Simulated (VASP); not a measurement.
# MgO (P6_3mc) in VASP: phonons with LDA

Aim: the phonons of MgO with LDA.

Program: VASP 6.6.1. These are calculated values, not measurements. Logs are shortened: lines on timing, memory, paths and dates and some standing lists are left out, and cuts for length are marked.

**1. The crystal as given**

The structure is hexagonal, space group P6_3mc (No. 186). The conventional cell has a = 3.273 Å, b = 3.273 Å, c = 4.913 Å, α = 90.00°, β = 90.00°, γ = 120.00°. Around Mg (site symmetry 3m) lie 4 O at 1.95 to 1.97 Å. O (site symmetry 3m) is surrounded by 4 Mg at 1.95 to 1.97 Å.

Measurements of this composition are mostly on another form, of space group No. 225.

**2. Phonons, LDA**

The input, INCAR:

```
SYSTEM = MgO
ALGO = Normal ; EDIFF = 1E-8
ENCUT = 520 ; GGA = CA
IBRION = 8 ; ISIF = 2
ISMEAR = 0 ; LASPH = .True.
LCHARG = .False. ; LEPSILON = .True.
LREAL = .False. ; LWAVE = .False.
NELM = 100 ; NSW = 1
PREC = Accurate ; SIGMA = 0.01
```

The input, KPOINTS:

```
k-points
0
Gamma
  9 9 6
  0 0 0
```

The input, POSCAR:

```
MgO
1.0
    3.2732499559     -0.0000000029      0.0000000000
   -1.6366249755      2.8347176161      0.0000000000
    0.0000000000      0.0000000000      4.9134045429
Mg O
2 2
Direct
    0.3333333333      0.6666666667      0.0016786292
    0.6666666667      0.3333333333      0.5016786292
    0.3333333333      0.6666666667      0.4029213708
    0.6666666667      0.3333333333      0.9029213708
```

Potentials or basis: VASP PAW LDA potentials, release 64 (Mg, O).

On the command line:

```
> cat potpaw_LDA.64/Mg/POTCAR potpaw_LDA.64/O/POTCAR > POTCAR
> mpirun -np 1 vasp_std > vasp.out
```

OUTCAR:

```text
SYSTEM = MgO
   EDIFF = 1E-8
   ENCUT = 520
   GGA = CA
   IBRION = 8
   ISIF = 2
   ISMEAR = 0
   LASPH = .True.
   LEPSILON = .True.
   LREAL = .False.
   NELM = 100
   NSW = 1
   PREC = Accurate

 ion  position               nearest neighbor table
   1  0.333  0.667  0.002-   4 1.95   4 1.95   4 1.95   3 1.97   2 3.10   2 3.10   2 3.10   2 3.10
                             2 3.10   2 3.10
   2  0.667  0.333  0.502-   3 1.95   3 1.95   3 1.95   4 1.97   1 3.10   1 3.10   1 3.10   1 3.10
                             1 3.10   1 3.10
   3  0.333  0.667  0.403-   2 1.95   2 1.95   2 1.95   1 1.97
   4  0.667  0.333  0.903-   1 1.95   1 1.95   1 1.95   2 1.97

  LATTYP: Found a hexagonal cell.
 ALAT       =     3.2732499559
 C/A-ratio  =     1.5010783194

  Lattice vectors:

 A1 = (   3.2732499559,  -0.0000000029,   0.0000000000)
 A2 = (  -1.6366249755,   2.8347176161,   0.0000000000)
 A3 = (   0.0000000000,   0.0000000000,   4.9134045429)

Analysis of symmetry for initial positions (statically):
=====================================================================
 Subroutine PRICEL returns:
 Original cell was already a primitive cell.

 Routine SETGRP: Setting up the symmetry group for a
 hexagonal supercell.

 Subroutine GETGRP returns: Found 12 space group operations
 (whereof  6 operations were pure point group operations)
 out of a pool of 24 trial point group operations.

The static configuration has the point symmetry C_3v.
 The point group associated with its full space group is C_6v.

Analysis of symmetry for dynamics (positions and initial velocities):
=====================================================================
 Subroutine PRICEL returns:
 Original cell was already a primitive cell.

 Routine SETGRP: Setting up the symmetry group for a
 hexagonal supercell.

 Subroutine GETGRP returns: Found 12 space group operations
 (whereof  6 operations were pure point group operations)
 out of a pool of 24 trial point group operations.

The dynamic configuration has the point symmetry C_3v.
 The point group associated with its full space group is C_6v.

 Subroutine INISYM returns: Found 12 space group operations
 (whereof  6 operations are pure point group operations),
 and found     1 'primitive' translations

----------------------------------------------------------------------------------------

                                     Primitive cell

  volume of cell :      45.5902

  direct lattice vectors                    reciprocal lattice vectors
     3.273249956 -0.000000003  0.000000000     0.305506764  0.176384412  0.000000000
    -1.636624975  2.834717616  0.000000000     0.000000000  0.352768824  0.000000000
     0.000000000  0.000000000  4.913404543     0.000000000  0.000000000  0.203524866

  length of vectors
     3.273249956  3.273249956  4.913404543     0.352768824  0.352768824  0.203524866

  position of ions in fractional coordinates (direct lattice)
     0.333333333  0.666666667  0.001678629
     0.666666667  0.333333333  0.501678629
     0.333333333  0.666666667  0.402921371
     0.666666667  0.333333333  0.902921371

  ion indices of the primitive-cell ions
   primitive index   ion index
                 1           1
                 2           2
                 3           3
                 4           4

----------------------------------------------------------------------------------------

 KPOINTS: k-points

Automatic generation of k-mesh.
 Grid dimensions read from file:
 generate k-points for:    9    9    6

 Generating k-lattice:

  Cartesian coordinates                     Fractional coordinates (reciprocal lattice)
     0.033945196  0.019598268  0.000000000     0.111111111  0.000000000  0.000000000
     0.000000000  0.039196536  0.000000000     0.000000000  0.111111111  0.000000000
[... 512 lines left out ...]
  free energy    TOTEN  =        -0.26164219 eV

  energy without entropy =       -0.26164219

------------------------ aborting loop because EDIFF is reached ----------------------------------------

--------------------------------------- Ionic step        2  -------------------------------------------

------------------------ aborting loop because EDIFF is reached ----------------------------------------

--------------------------------------- Ionic step        3  -------------------------------------------

------------------------ aborting loop because EDIFF is reached ----------------------------------------

 PIEZOELECTRIC TENSOR FIELD DIRECTION 3  (e Angst)
 -----------------------------------------------------------------------------
     0.10222 -0.00000 -0.00000           ( -0.03148  0.00000  0.00000)
    -0.00000  0.10222 -0.00000           (  0.00000 -0.03148  0.00000)
     0.00000 -0.00000  0.10411           (  0.00000  0.00000  0.06902)

 PIEZOELECTRIC TENSOR FIELD DIRECTION 3  (C/m^2)
 -----------------------------------------------------------------------------
     0.03592 -0.00000 -0.00000
    -0.00000  0.03592 -0.00000
     0.00000 -0.00000  0.03659

[... ionic steps 4 to 9 ...]

--------------------------------------- Ionic step       10  -------------------------------------------

------------------------ aborting loop because EDIFF is reached ----------------------------------------

[... ionic steps 11 to 11 ...]

--------------------------------------- Ionic step       12  -------------------------------------------

 Free energy of the ion-electron system (eV)
  ---------------------------------------------------
  ---------------------------------------------------
  free energy    TOTEN  =        -0.37248828 eV

  energy without entropy =       -0.37248828

------------------------ aborting loop because EDIFF is reached ----------------------------------------

 INTERNAL STRAIN TENSOR  FOR ION    3  DIRECTION 3   (eV/Angst):
 -----------------------------------------------------------------------------
     4.48397 -0.00000  0.00000
    -0.00000  4.48397 -0.00000
    -0.00000  0.00000-12.49756

 MACROSCOPIC STATIC DIELECTRIC TENSOR (including local field effects in DFT)
 ------------------------------------------------------
           2.928282    -0.000000     0.000000
          -0.000000     2.928282    -0.000000
           0.000000     0.000000     3.042988
 ------------------------------------------------------

 PIEZOELECTRIC TENSOR (including local field effects)  for field in x, y, z        (e  Angst)
          XX          YY          ZZ          XY          YZ          ZX
  --------------------------------------------------------------------------------
  x     0.00000    -0.00000     0.00000    -0.00000    -0.00000     0.19171
  y     0.00000     0.00000    -0.00000     0.00000     0.19171    -0.00000
  z     0.10222     0.10222     0.10411    -0.00000    -0.00000    -0.00000

 PIEZOELECTRIC TENSOR (including local field effects)  for field in x, y, z        (C/m^2)
          XX          YY          ZZ          XY          YZ          ZX
  --------------------------------------------------------------------------------
  x     0.00000    -0.00000     0.00000    -0.00000    -0.00000     0.06737
  y     0.00000     0.00000    -0.00000     0.00000     0.06737    -0.00000
  z     0.03592     0.03592     0.03659    -0.00000    -0.00000    -0.00000

 BORN EFFECTIVE CHARGES (including local field effects) (in |e|, cummulative output)
 ---------------------------------------------------------------------------------
 ion    1
    1     1.78113    -0.00000    -0.00000
    2    -0.00000     1.78113    -0.00000
    3     0.00000     0.00000     1.90220
 ion    2
    1     1.78113    -0.00000     0.00000
    2    -0.00000     1.78113    -0.00000
    3    -0.00000     0.00000     1.90220
 ion    3
    1    -1.78113     0.00000     0.00000
    2     0.00000    -1.78113     0.00000
    3     0.00000     0.00000    -1.90220
 ion    4
    1    -1.78113     0.00000     0.00000
    2     0.00000    -1.78113    -0.00000
    3    -0.00000     0.00000    -1.90220

 INTERNAL STRAIN TENSOR FOR ION    4 for displacements in x,y,z  (eV/Angst):
          X           Y           Z          XY          YZ          ZX
  --------------------------------------------------------------------------------
  x     0.00000    -0.00000    -0.00000     9.46595    -0.00000     4.00647
  y     9.46595    -9.46595    -0.00000    -0.00000     3.89418    -0.00000
  z     4.48397     4.48397   -12.49756    -0.00000     0.00000    -0.00000

 SECOND DERIVATIVES (NOT SYMMETRIZED)
 ------------------------------------
               1X          1Y          1Z          2X          2Y          2Z          3X          3Y          3Z          4X          4Y          4Z
  1X   -11.512809    0.000000   -0.000000    0.636075   -0.000000    0.000000    0.846428   -0.000000    0.000000   10.030306   -0.000000    0.000000
  1Y     0.000000  -11.512809    0.000000   -0.000000    0.636075    0.000000   -0.000000    0.846428    0.000000   -0.000000   10.030306   -0.000000
  1Z     0.000000    0.000000  -12.336141    0.000000   -0.000000    5.263193    0.000000    0.000000    3.479151    0.000000    0.000000    3.593797
  2X     0.636075   -0.000000   -0.000000  -11.512809    0.000000    0.000000   10.030306   -0.000000    0.000000    0.846428   -0.000000   -0.000000
  2Y    -0.000000    0.636075   -0.000000    0.000000  -11.512809    0.000000   -0.000000   10.030306    0.000000   -0.000000    0.846428   -0.000000
  2Z     0.000000    0.000000    5.263193    0.000000   -0.000000  -12.336141   -0.000000   -0.000000    3.593797    0.000000   -0.000000    3.479151
  3X     0.863433   -0.000000   -0.000000   10.047528   -0.000000   -0.000000  -11.616137    0.000000   -0.000000    0.705176   -0.000000   -0.000000
  3Y    -0.000000    0.863433    0.000000   -0.000000   10.047528   -0.000000    0.000000  -11.616137   -0.000000   -0.000000    0.705176   -0.000000
  3Z     0.000000    0.000000    3.479503   -0.000000    0.000000    3.595473    0.000000    0.000000  -11.969427    0.000000   -0.000000    4.894451
  4X    10.047528   -0.000000    0.000000    0.863433   -0.000000    0.000000    0.705176   -0.000000    0.000000  -11.616137    0.000000    0.000000
  4Y    -0.000000   10.047528    0.000000   -0.000000    0.863433   -0.000000   -0.000000    0.705176   -0.000000    0.000000  -11.616137   -0.000000
  4Z     0.000000   -0.000000    3.595473   -0.000000   -0.000000    3.479503   -0.000000    0.000000    4.894451    0.000000    0.000000  -11.969427

 Eigenvectors and eigenvalues of the dynamical matrix
 ----------------------------------------------------

   1 f  =   16.614353 THz   104.391061 2PiTHz  554.195172 cm-1    68.711413 meV
             X         Y         Z           dx          dy          dz
      0.000000  1.889812  0.008248    -0.427078    0.125359   -0.000000
      1.636625  0.944906  2.464950    -0.427078    0.125359    0.000000
      0.000000  1.889812  1.979716     0.527202   -0.154749   -0.000000
      1.636625  0.944906  4.436418     0.527202   -0.154749    0.000000
[... 71 lines left out ...]
  12 f/i=    0.012766 THz     0.080210 2PiTHz    0.425824 cm-1     0.052795 meV
             X         Y         Z           dx          dy          dz
      0.000000  1.889812  0.008248    -0.358005    0.416800   -0.000000
      1.636625  0.944906  2.464950    -0.358005    0.416800   -0.000000
      0.000000  1.889812  1.979716    -0.290014    0.337643   -0.000000
      1.636625  0.944906  4.436418    -0.290014    0.337643   -0.000000

--------------------------------------------------------------------------------------------------------

 MACROSCOPIC STATIC DIELECTRIC TENSOR IONIC CONTRIBUTION
 ------------------------------------------------------
           2.311712    -0.000000    -0.000000
          -0.000000     2.311712    -0.000000
          -0.000000    -0.000000     4.060462
 ------------------------------------------------------

 ELASTIC MODULI CONTR FROM IONIC RELAXATION (kBar)
 Direction    XX          YY          ZZ          XY          YZ          ZX
 --------------------------------------------------------------------------------
 XX        -747.4729    348.3169    556.8835      0.0000      0.0000      0.0000
 YY         348.3169   -747.4729    556.8835      0.0000     -0.0000     -0.0000
 ZZ         556.8835    556.8835  -1553.8749     -0.0000     -0.0000     -0.0000
 XY           0.0000      0.0000     -0.0000   -547.8949      0.0000      0.0000
 YZ           0.0000     -0.0000     -0.0000     -0.0000    -94.1403      0.0000
 ZX           0.0000     -0.0000     -0.0000      0.0000      0.0000   -100.3945
 --------------------------------------------------------------------------------

 PIEZOELECTRIC TENSOR IONIC CONTR  for field in x, y, z        (C/m^2)
          XX          YY          ZZ          XY          YZ          ZX
  --------------------------------------------------------------------------------
  x     0.00000    -0.00000    -0.00000     0.00000     0.00000    -0.45331
  y     0.00000    -0.00000    -0.00000    -0.00000    -0.43896     0.00000
  z    -0.84706    -0.84706     2.36357     0.00000     0.00000     0.00000
```

Run time: 3.4 min. Hardware: 1 thread of Intel Xeon 6975P-C (Granite Rapids), shared host; peak memory 0.45 GiB.

Results:

| Item | Value |
| --- | --- |
| Electronic dielectric tensor (diagonal) | 2.93, 2.93, 3.04 |
| Born charges (mean of the diagonal) | Mg +1.82; O -1.82 e |
| Highest phonon frequency at Γ, LO-TO splitting left out | 554 cm⁻¹ |

Phonon frequencies in cm⁻¹ (negative: imaginary):
```
              q point                                frequencies
(0.000, 0.000, 0.000)  0 0 0 202 202 444 447 535 552 552 554 554
```

Electronic dielectric tensor:
```
2.93 0.00 0.00
0.00 2.93 0.00
0.00 0.00 3.04
```

Born effective charge tensors (e):
atom 1, Mg
```
1.78 0.00 0.00
0.00 1.78 0.00
0.00 0.00 1.90
```
atom 2, Mg
```
1.78 0.00 0.00
0.00 1.78 0.00
0.00 0.00 1.90
```
atom 3, O
```
-1.78  0.00  0.00
 0.00 -1.78  0.00
 0.00  0.00 -1.90
```
atom 4, O
```
-1.78  0.00  0.00
 0.00 -1.78  0.00
 0.00  0.00 -1.90
```

Caveat: the atoms weren't relaxed first, which shifts response properties.
